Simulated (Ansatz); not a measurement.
# PbS (Pm-3m): seeking the equilibrium cell

Where does the pressure of PbS (Pm-3m) vanish?

Program: Ansatz 0.2.0. Level of theory: DFT PBE, scalar-relativistic, plane waves, PAW. These are calculated values, not measurements.

The runs add the D3(BJ) dispersion term to the functional named.

**1. Starting point**

It takes space group Pm-3m (No. 221, cubic). The conventional cell has a = 3.654 Å, b = 3.654 Å, c = 3.654 Å, α = 90.00°, β = 90.00°, γ = 90.00°. Pb (site symmetry m-3m) is surrounded by 8 S at 3.16 Å. Around S (site symmetry m-3m) lie 8 Pb at 3.16 Å.

As a file:

```
Pb S
1.0
     3.65366    0.00000    0.00000
     0.00000    3.65366    0.00000
     0.00000    0.00000    3.65366
Pb S
1 1
Direct
  0.00000 0.00000 0.00000
  0.50000 0.50000 0.50000
```

**2. First run, at the start cell**

Contents of input.yaml:

```yaml
crystal:
  lattice:
    - [3.653659, 0.0, 0.0]
    - [0.0, 3.653659, 0.0]
    - [0.0, 0.0, 3.653659]
  atoms:
    - { symbol: Pb, position: [0.0, 0.0, 0.0] }
    - { symbol: S, position: [0.5, 0.5, 0.5] }
basis:
  ecutwfc: 420
  ecutrho_ratio: 4
kpoints:
  mp_grid: { grid: [10, 10, 10] }
hamiltonian:
  xc: pbe
  dispersion: d3bj
scf:
  occupations: { method: gaussian, width: 0.05 }
output:
  forces: true
  stress: true
  eigenvalues: true
```

On the command line:

```
ansatz run input.yaml --threads 1 --pin off --max-ram 2560MiB --backend cpu --events-out ev --progress --plain --runs-dir out
```

Further steps of the session: Volume adjusted, run 2; Next volume, run 3.

Before running it: what results should come out? Wanted: volume; pressure; conventional cell; gap on the mesh.

**Answer**, as computed:

| quantity | value |
| --- | --- |
| volume | 23.365 Å³/atom |
| pressure | -0.04 GPa |
| conventional cell | a = 3.602 Å, b = 3.602 Å, c = 3.602 Å, α = 90.00°, β = 90.00°, γ = 90.00° |
| gap on the mesh | none (metal) |

**Reading.** The volume went from 24.39 to 23.36 Å³/atom (-4.2 %), where 0.04 GPa is left. Spin–orbit coupling is left out, though the cell holds Pb; in elements this heavy it can shift levels and gaps by tenths of an eV.
